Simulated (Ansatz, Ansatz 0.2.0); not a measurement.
# High-frequency dielectric constant of zincblende InP: r2SCAN linear response compared with PBE and LDA

## The question

A printed reference work on basic properties of III-V compound semiconductors lists a high-frequency dielectric constant of 9.61 for InP at room temperature. It is a compiled value, and the method behind it is not stated. I take it as the electronic response of the bulk zincblende crystal, at frequencies above the phonons and below the band gap, where the ions no longer follow the field. That reading is my own, but it is the usual meaning of the term, and it is the quantity that linear response with clamped ions delivers. The crystal is cubic, so a single number describes the whole tensor.

| compared with | measured | source's wording or label | T (K) | method |
| --- | --- | --- | --- | --- |
| ε∞ | 9.61 | high-frequency dielectric constant | room temperature | compiled value, method not stated |

Conditions are those given with the value in the passage it was taken from; "not stated" means there, and the paper may say more elsewhere.

## How to go about it

The aim is to reproduce ε∞ of InP from first principles, with the two-atom primitive cell and linear response including local fields. I would call agreement within about 5 % a success: semilocal functionals commonly overshoot this quantity in small-gap semiconductors by 10 % or more, while temperature should account for only a per cent or two.

The main difficulty is the gap. A functional that makes it too small makes the crystal too polarisable. I therefore start with r2SCAN, a meta-GGA that usually opens the gap somewhat compared with LDA and PBE. I keep the diffraction cell, a = 5.869 Å, so that an error in the computed lattice constant does not mix with the error in the response. A simpler functional at the same cell will then give the scale of the functional's influence.

System: InP, zincblende; F-43m (No. 216), 2 atoms in the primitive cell; the database structure is a diffraction structure: a = 5.869 Å.

## 1. r2SCAN at the diffraction cell

I skip LDA and PBE as first choices because both close the gap of InP too far and should give too large an ε∞. PBE would add to this if its cell were relaxed, since it usually overestimates lattice constants and the gap shrinks further on expansion. From r2SCAN I expect a value still somewhat above the measured one, but closer than the older functionals would come.

**Run 1.** Ansatz 0.2.0: r2SCAN, database cell, PAW set soft_2, cutoff 500 eV (default), 10x10x10 k mesh, fixed occupations; ε∞ by linear response.

Key lines of the input:
```
crystal:
  # lattice and atoms
kpoints:
  mp_grid: { grid: [10, 10, 10] }
hamiltonian:
  xc: r2scan
scf:
  occupations: { method: fixed }
dielectric: {}
```

Command:
```
ansatz run input.yaml --threads 4 --pin off --max-ram 8192MiB --backend cpu --events-out ev --progress --plain --runs-dir out
```

Selected lines of the output:
```
  ε∞ (high-frequency dielectric tensor):
        9.535500     0.000000     0.000000
  solved inside a basis spanned on kpoints, on 12×12×12 k-points transformed towards the longest dipole: ε∞ is read to err by 3.0e-2, Z* by 1.4e-2 e (field_mesh: kpoints solves on kpoints) [...]
```

Converged; 48 s on 4 cores of Arm Neoverse V2, shared host (all steps together).

| quantity | run 1 | measured | deviation |
| --- | --- | --- | --- |
| ε∞ | 9.54 | 9.61 | −0.07 (−0.8 %) |

r2SCAN gives 9.54, lower than the handbook value by 0.8 % and well inside my 5 % margin. I had expected a value somewhat too high, so the usual overshoot is absent here. The program puts its own error in ε∞ at about 0.03 for the way the response is solved; that is less than half the difference from the measured value and immaterial to the margin. It does not cover the functional or the PAW set.

## 2. PBE and LDA at the same cell

One close number does not show how strongly the result depends on the functional. I now repeat the calculation with PBE and LDA, keeping the diffraction cell, the PAW set and the k mesh. The default cutoff is lower for these two, so the comparison is of functionals at their ordinary settings. I expect both to lie above r2SCAN and above the measured value, because both should leave the gap smaller.

**Run 2.** Ansatz 0.2.0: PBE, database cell, PAW set soft_2, cutoff 420 eV (default), 10x10x10 k mesh, fixed occupations; ε∞ by linear response.

Key lines of the input, as changed from run 1:
```diff
  hamiltonian:
-   xc: r2scan
+   xc: pbe
```

Selected lines of the output:
```
  ε∞ (high-frequency dielectric tensor):
       10.968750     0.000000     0.000000
  solved inside a basis spanned on kpoints, on 12×12×12 k-points transformed towards the longest dipole: ε∞ is read to err by 3.8e-2, Z* by 1.4e-2 e (field_mesh: kpoints solves on kpoints) [...]
```

Converged; 18 s on the same hardware (all steps together).

**Run 3.** Ansatz 0.2.0: LDA, database cell, PAW set soft_2, cutoff 420 eV (default), 10x10x10 k mesh, fixed occupations; ε∞ by linear response.

Key lines of the input, as changed from run 1:
```diff
  hamiltonian:
-   xc: r2scan
+   xc: lda
```

Selected lines of the output:
```
  ε∞ (high-frequency dielectric tensor):
       12.087443    -0.000000    -0.000000
  solved inside a basis spanned on kpoints, on 12×12×12 k-points transformed towards the longest dipole: ε∞ is read to err by 3.9e-2, Z* by 1.4e-2 e (field_mesh: kpoints solves on kpoints) [...]
```

Converged; 17 s on the same hardware (all steps together).

| quantity | run 2 | run 3 | measured |
| --- | --- | --- | --- |
| ε∞ | 10.97 | 12.09 | 9.61 |

Both older functionals overshoot, PBE by 14 % and LDA by 26 %. The order is the one I expected, and the spread is large: at the same cell the three functionals cover more than 2.5 in ε∞, far beyond the solver errors of about 0.04. The good r2SCAN value is therefore a matter of the functional, not of a quantity that any semilocal functional would get right. A smaller gap in PBE and LDA is the natural explanation, though I argue that from theory and have not compared the gaps here.

## 3. How much the cell matters

All three values rest on the diffraction cell. I now relax the cell with LDA and with PBE and repeat the response, to see how strongly ε∞ follows the lattice constant and whether a consistent cell would rescue either functional. I expect LDA to contract the crystal and lower its ε∞, and PBE to expand it and move further from experiment. This tests the cell dependence for these two functionals only; r2SCAN may respond somewhat differently.

**Run 4.** Ansatz 0.2.0: LDA, cell relaxed with the same functional, PAW set soft_2, cutoff 420 eV (default), 10x10x10 k mesh, fixed occupations; ε∞ by linear response.

Key lines of the input, as changed from run 3:
```diff
  crystal:
-   # lattice and atoms
+   lattice:
+     - [0.0, 2.9136023889, 2.9136023889]
+     - [2.9136023889, 0.0, 2.9136023889]
+     - [2.9136023889, 2.9136023889, 0.0]
+   # atoms
```

Selected lines of the output:
```
  ε∞ (high-frequency dielectric tensor):
       11.638434     0.000000     0.000000
```

Converged; 20 s on the same hardware (all steps together).

**Run 5.** Ansatz 0.2.0: PBE, cell relaxed with the same functional, PAW set soft_2, cutoff 420 eV (default), 10x10x10 k mesh, fixed occupations; ε∞ by linear response.

Key lines of the input, as changed from run 2:
```diff
  crystal:
-   # lattice and atoms
+   lattice:
+     - [0.0, 2.9801267323, 2.9801267323]
+     - [2.9801267323, 0.0, 2.9801267323]
+     - [2.9801267323, 2.9801267323, 0.0]
+   # atoms
```

Selected lines of the output:
```
  ε∞ (high-frequency dielectric tensor):
       11.881487    -0.000000    -0.000000
```

Converged; 22 s on the same hardware (all steps together).

| quantity | run 4 | run 5 | measured |
| --- | --- | --- | --- |
| ε∞ | 11.64 | 11.88 | 9.61 |
| a (Å) | 5.827 | 5.960 |  |

The cell matters a good deal. LDA contracts the lattice by 0.042 Å from the diffraction value and its ε∞ falls by 0.45; PBE expands it by 0.091 Å and its ε∞ rises by 0.91. Both shifts have the sign I expected, and neither functional is rescued: relaxed LDA is still 21 % too high, and relaxed PBE is now 24 % too high.

Relaxation also reverses the order of the two. PBE's advantage over LDA at the diffraction cell is thus lost once each functional uses its own lattice constant. For r2SCAN the lesson is a condition on the result: its close agreement belongs to the diffraction cell, and I have not examined what its own relaxed cell would give.

## The runs side by side

| run | settings | ε∞ | deviation | cost |
| --- | --- | --- | --- | --- |
| 1 | r2SCAN, cutoff 500 eV | 9.54 | −0.07 (−0.8 %) | 3.2 core-min |
| 2 | PBE, database cell, cutoff 420 eV (default) | 10.97 | +1.36 (+14.1 %) | 74 core-s |
| 3 | LDA, database cell, cutoff 420 eV (default) | 12.09 | +2.48 (+25.8 %) | 69 core-s |
| 4 | LDA, cell relaxed with the same functional | 11.64 | +2.03 (+21.1 %) | 81 core-s |
| 5 | PBE, cell relaxed with the same functional | 11.88 | +2.27 (+23.6 %) | 87 core-s |
|  | measured | 9.61 |  |  |

## What the runs support

The r2SCAN calculation at the diffraction cell meets the target: ε∞ comes out at 9.54 against 9.61, a deviation of −0.8 % where I had allowed 5 %. It cost about three core-minutes.

The comparison at fixed cell mattered most. PBE and LDA overshoot by 14 % and 26 % there, so the choice of functional decides the result. Relaxing the cell showed that neither is rescued by its own lattice constant, but those two runs did not test r2SCAN, on which the verdict rests.

I would not read the close agreement as proof that r2SCAN describes the response exactly. A semilocal functional normally leaves the gap too small, which pushes ε∞ up, yet the result lies slightly low. Some compensation between errors in the gap and in the response of exchange and correlation is plausible, but these runs cannot separate the two.

The remaining −0.07 is too small to assign to one cause. The program's estimate for the response solution, about 0.03, covers less than half of it. Thermal motion, absent from the calculation, would usually raise ε∞ by a per cent or so, which has the right sign and size. The handbook value is itself a compiled one of unstated method.

Three points stay open: the convergence of the r2SCAN value with k mesh and cutoff, its dependence on the PAW set, and the result at r2SCAN's own relaxed cell. A hybrid functional, which opens the gap further, would be the natural independent test.

[Logs are printed without paths, hosts, clocks, repeated set-up lines and the standing remarks that a program may print on its own settings, such as how far it seeks lower states.]

[The runs shown are a pick from a larger set of finished runs; failed, doubtful and other runs were left out of it ahead of writing. So were measured values far from every level or from commonly accepted values, and agreement can look better than it is. Lines of input and output are excerpts and may be shortened.]
